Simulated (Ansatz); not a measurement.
Ga:

```
CELL_PARAMETERS angstrom
1.38300 -4.02650 0.00000
1.38300 4.02650 0.00000
-0.11745 0.00000 3.32993
ATOMIC_POSITIONS crystal
Ga 0.13100 0.86900 0.75000
Ga 0.86900 0.13100 0.25000
```

This isn't the form of Ga at room conditions, which is orthorhombic.

Base run:

| Quantity | Value |
| --- | --- |
| Program | Ansatz 0.2.0 |
| Functional | BLYP |
| Potentials or basis | Ansatz PAW |
| Cutoff | 420 eV (not typed: the program's choice for these potentials) |
| k mesh | 10 × 10 × 8 |
| Occupations | fermi-dirac, width 0.05 eV |
| Spin | no spin polarisation |

Its results: band gap on the k mesh none (metal or under the smearing width); pressure 7.1 GPa; largest force 0.161 eV/Å.

After a change of settings the same cell gave: band gap on the k mesh none (metal or under the smearing width); pressure 3.6 GPa; largest force 0.210 eV/Å. Which change was it?
A. functional from BLYP to RPBE
B. functional from BLYP to r2SCAN; cutoff from 420 eV (not typed: the program's choice for these potentials) to 500 eV (not typed: the program's choice for these potentials)
C. functional from BLYP to LDA
D. functional from BLYP to PBEsol

A.

Caveats: the PAW data sets come from PBE, with cores solved anew for the run's functional, which leaves a small shift of forces and pressure.

Runs at the PBE level aren't shown here.
